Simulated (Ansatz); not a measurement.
# How far is PAW off for Sn?

```xyz
2
Lattice="-2.9158 2.9158 1.6066 2.9158 -2.9158 1.6066 2.9158 2.9158 -1.6066" Properties=species:S:1:pos:R:3 pbc="T T T"
Sn    0.0000    0.0000    0.0000
Sn    0.0000    2.9158    0.8033
```

Atom numbers follow the list: Sn1, Sn2.

The conventional cell has a = 5.832 Å, b = 5.832 Å, c = 3.213 Å, α = 90.00°, β = 90.00°, γ = 90.00°. Around Sn (atom 1) lie 6 Sn at 3.02 to 3.21 Å.

The cell is COD entry 1534488, as deposited and not checked against the literature; nothing was relaxed. The listed cell was then made from it by scaling, straining or moving an atom.

Spin–orbit coupling is left out, though it moves levels of the heavy atoms by tenths of an eV or more.

Levels of theory: DFT, PBE, PAW with Ansatz's default frozen-core files, scalar-relativistic (Ansatz 0.2.0); DFT, PBE, all-electron PAW with datasets made for the crystal, scalar-relativistic (Ansatz 0.2.0); DFT, PBE, all-electron LAPW, scalar-relativistic (Ansatz 0.2.0).

For PAW: a Γ-centred 15×15×15 k mesh, Fermi–Dirac smearing of 0.05 eV, cutoff 420 eV, no spin polarisation. The crystal-made all-electron datasets (AE datasets) take a cutoff of 240 eV at this cell. LAPW targets a basis error of 0.5 meV/atom. The Ansatz runs share mesh, smearing and spin set-up. Plane-wave (PAW) pressures include the program's estimate of the Pulay term.

Stress and pressure are positive in compression.

Spin–orbit coupling is left out, which moves gradients at and beside heavy atoms by some per cent and at worst by a factor of two.

In a metal, gradients converge slowly with the k mesh: the values move by tens of per cent from one mesh to another, at times in sign, so only the comparison on one mesh counts.

| quantity | PAW | AE datasets | LAPW |
| --- | --- | --- | --- |
| pressure (GPa) | 2.08 | 2.09 | 2.08 |
| stress xx (GPa) | 2.57 | 2.57 | 2.57 |
| stress zz (GPa) | 1.12 | 1.12 | 1.12 |
| field gradient Vzz at Sn1 (10²¹ V/m²) | ? | ? | – |

Problem. Fill in "AE datasets" for the row "field gradient Vzz at Sn1 (10²¹ V/m²)".

Solution. 4.97.

Problem. Fill in "PAW" for the row "field gradient Vzz at Sn1 (10²¹ V/m²)".

Solution. 4.91.
